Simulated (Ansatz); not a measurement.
What strain does to CdS (zincblende)

Zincblende CdS, relaxed with r2SCAN in the PAW code Ansatz. Space group F-43m (No. 216), cubic; conventional cell a = 5.878 Å, 25.39 Å³ an atom. Cd is surrounded by 4 S at 2.55 Å; S is surrounded by 4 Cd at 2.55 Å.

The axes x, y and z are those of this cell:
```
Cd S
1.0
     0.00000    2.93921    2.93921
     2.93921    0.00000    2.93921
     2.93921    2.93921    0.00000
Cd S
1 1
Direct
  0.00000 0.00000 0.00000
  0.25000 0.25000 0.25000
```

Unstrained: The PBE gap is direct at Γ: 1.095 eV. r2SCAN gives a direct gap of 1.543 eV at Γ. HSE06 gives a direct gap of 2.106 eV at Γ. Meshes: PBE 8×8×8, r2SCAN 8×8×8, HSE06 6×6×6. Strains are changes of length per length, and xy shears are angles. After each strain the atoms were relaxed again with r2SCAN within the symmetry that the strain leaves, so tilts or polar shifts that break it weren't tested; points keep the names that they have in the unstrained zone. Calculated for a static, non-magnetic cell.

Changes of the least gap in eV (an overlap counts as a negative gap):

| strain | volume change (%) | space group | PBE | r2SCAN | HSE06 | energy rise, r2SCAN (meV/atom) |
| --- | --- | --- | --- | --- | --- | --- |
| epitaxial -0.47 % in the xy plane, free normal strain +0.67 % | -0.3 | I-4m2 | -0.006 | -0.006 | -0.005 | 0.2 |
| isotropic +3.9 % on every length | +12.2 | F-43m | -0.257 | -0.274 | -0.300 | 57.8 |
| xy shear, engineering strain (angle) -3.24 % | 0.0 | Imm2 | -0.069 | -0.073 | – | 2.1 |

Epitaxial -0.47 % in the xy plane, free normal strain +0.67 %. HSE06: the gap goes from 2.106 to 2.101 eV (-0.005 eV); with r2SCAN the top three valence levels at Γ, degenerate before, become 2+1 from the top over 35 meV. Stress change with r2SCAN, compression positive: xx +0.23, yy +0.23, zz +0.02 GPa.

Isotropic +3.9 % on every length. HSE06: the gap goes from 2.106 to 1.806 eV (-0.300 eV). Stress change with r2SCAN, compression positive: xx -5.37, yy -5.37, zz -5.37 GPa. For HSE06, dE_g/d ln V = -2.6 eV over this step.

Xy shear, engineering strain (angle) -3.24 %. r2SCAN: the gap goes from 1.543 to 1.470 eV (-0.073 eV); with r2SCAN the top three valence levels at Γ, degenerate before, become 1+1+1 from the top over 125 meV. Stress change with r2SCAN, compression positive: xx -0.01, yy -0.01, zz -0.02, xy +0.84 GPa.

Spin-orbit coupling is left out.

The meshes of the hybrids are coarse, so their gaps aren't converged to the digits shown.

The splittings at Γ are without spin-orbit coupling, which regroups them where it is of like size or larger.
